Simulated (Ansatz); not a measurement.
# CaF2: Ca interstitial

Theory: Ansatz, DFT PBE, scalar-relativistic, plane waves, PAW. Settings: 420 eV cutoff, 2×2×2 k-mesh, shifted by half a step, Gaussian smearing of 0.01 eV, collinear spin in charge +1 alone.

Host crystal, relaxed:

```
Ca F
1.0
     0.00000    2.75588    2.75588
     2.75588    0.00000    2.75588
     2.75588    2.75588    0.00000
Ca F
1 2
Cartesian
  0.0000 0.0000 0.0000
  4.1338 4.1338 4.1338
  1.3779 1.3779 1.3779
```

Supercell of 48 atoms, rows in host cell vectors: 1 -3 1; 1 1 1; -3 1 1. Atoms relax at the host's cell, keeping the symmetry that the supercell leaves at the site. The cell is small, so energies carry finite-size errors of tenths of an eV. The host's Kohn–Sham gap is 7.14 eV.

Defect: Ca interstitial at (0.500, 0.500, 0.500) of the host cell, charge +1.

(1) Give the relaxed supercell.

Results:

(1)
```
CELL_PARAMETERS angstrom
-5.51176 5.51176 -5.51176
5.51176 5.51176 5.51176
5.51176 -5.51176 -5.51176
ATOMIC_POSITIONS crystal
Ca 0.50000 0.75020 0.75020
Ca 0.25000 0.00000 0.75000
Ca 0.75020 0.75020 0.50000
Ca 0.00000 0.22950 0.72950
Ca 0.50000 0.00000 0.50000
Ca 0.72940 0.50000 0.72940
Ca 0.24980 0.24980 0.50000
Ca 0.00000 0.77051 0.27051
Ca 0.75000 0.00000 0.25000
Ca 0.00000 0.50000 0.50000
Ca 0.27051 0.77051 0.00000
Ca 0.50000 0.24980 0.24980
Ca 0.27060 0.50000 0.27060
Ca 0.00000 0.00000 0.00000
Ca 0.72950 0.22950 0.00000
Ca 0.50000 0.50000 0.00000
F 0.25048 0.75055 0.74721
F 0.00007 0.99674 0.74952
F 0.50338 0.75329 0.50338
F 0.75385 0.25371 0.75385
F 0.25279 0.00327 0.50334
F 0.49662 0.50000 0.74992
F 0.99993 0.24945 0.49666
F 0.74721 0.75055 0.25048
F 0.50334 0.00327 0.25279
F 0.74992 0.50000 0.49662
F 0.00015 0.74629 0.00015
F 0.25008 0.24670 0.25008
F 0.99986 0.50000 0.24615
F 0.74952 0.99674 0.00007
F 0.49666 0.24945 0.99993
F 0.24615 0.50000 0.99986
F 0.25278 0.24945 0.74952
F 0.00015 0.50000 0.75386
F 0.49662 0.24670 0.49662
F 0.74992 0.75329 0.74992
F 0.25008 0.50000 0.50338
F 0.49666 0.99674 0.74721
F 0.00007 0.75055 0.50334
F 0.74952 0.24945 0.25278
F 0.50338 0.50000 0.25008
F 0.74721 0.99674 0.49666
F 0.99986 0.25371 0.99986
F 0.24614 0.74629 0.24614
F 0.99993 0.00327 0.25048
F 0.75386 0.50000 0.00015
F 0.50334 0.75055 0.00007
F 0.25048 0.00327 0.99993
Ca 0.00000 0.50000 0.00000
```
Around the defect: 8 F at 2.35 Å. The run ended with a moment of 1.00 μB, which may not be the ground spin state.